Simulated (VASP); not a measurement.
A run of VASP 6.6.1 is set up as follows.

Contents of run.py:

```python
from ase.calculators.vasp import Vasp
from ase.dft.bandgap import bandgap
from ase.io import read

atoms = read('TaN.cif', primitive_cell=True, subtrans_included=False)
calc = Vasp(
    directory='calc',
    xc='rpbe',
    pp='PBE',
    setups='gw',
    prec='Accurate',
    encut=550,
    ediff=1e-06,
    ismear=0,
    sigma=0.02,
    lreal=False,
    lasph=True,
    nelm=60,
    algo='Normal',
    isif=2,
    lwave=False,
    lcharg=True,
    lelf=True,
    lvhar=True,
    kpts=[10, 10, 9],
    gamma=True,
)
atoms.calc = calc

print('energy (eV):', atoms.get_potential_energy())
print('free energy (eV):', atoms.get_potential_energy(force_consistent=True))
print('forces (eV/A):')
print(atoms.get_forces())
print('stress (eV/A^3, Voigt):', atoms.get_stress())
print('Fermi level (eV):', calc.get_fermi_level())
gap, top, bottom = bandgap(calc)
print('band gap (eV):', gap, 'from (spin, k, band)', top, 'to', bottom)
```

The input TaN.cif:

```cif
data_TaN
_cell_length_a 2.93800000
_cell_length_b 2.93800000
_cell_length_c 2.88300000
_cell_angle_alpha 90.00000000
_cell_angle_beta 90.00000000
_cell_angle_gamma 120.00000000
_space_group_name_H-M_alt 'P-6m2'
_space_group_name_Hall 'P -6 2'
_space_group_IT_number 187
loop_
_space_group_symop_operation_xyz
'x,y,z'
'-x+y,-x,-z'
'-y,x-y,z'
'x,y,-z'
'-x+y,-x,z'
'-y,x-y,-z'
'-y,-x,-z'
'x,x-y,z'
'-x+y,y,-z'
'-y,-x,z'
'x,x-y,-z'
'-x+y,y,z'
loop_
_atom_site_label
_atom_site_type_symbol
_atom_site_symmetry_multiplicity
_atom_site_Wyckoff_symbol
_atom_site_fract_x
_atom_site_fract_y
_atom_site_fract_z
_atom_site_occupancy
Ta1 Ta 1 b 0.0000000000 0.0000000000 0.5000000000 1
N1 N 1 e 0.6666666667 0.3333333333 0.0000000000 1
```

Potentials or basis: VASP PAW PBE potentials, release 64 (Ta_sv_GW, N_GW).

Run with:

```console
$ python run.py
```

(1) What does it give for the band gap on the k mesh?

(2) What does it give for the pressure?

## Answers

(1) none (metal or under the smearing width).

(2) 9.3 GPa.

Caveat: the PAW data sets were made with another functional, which shifts forces and pressure a little.
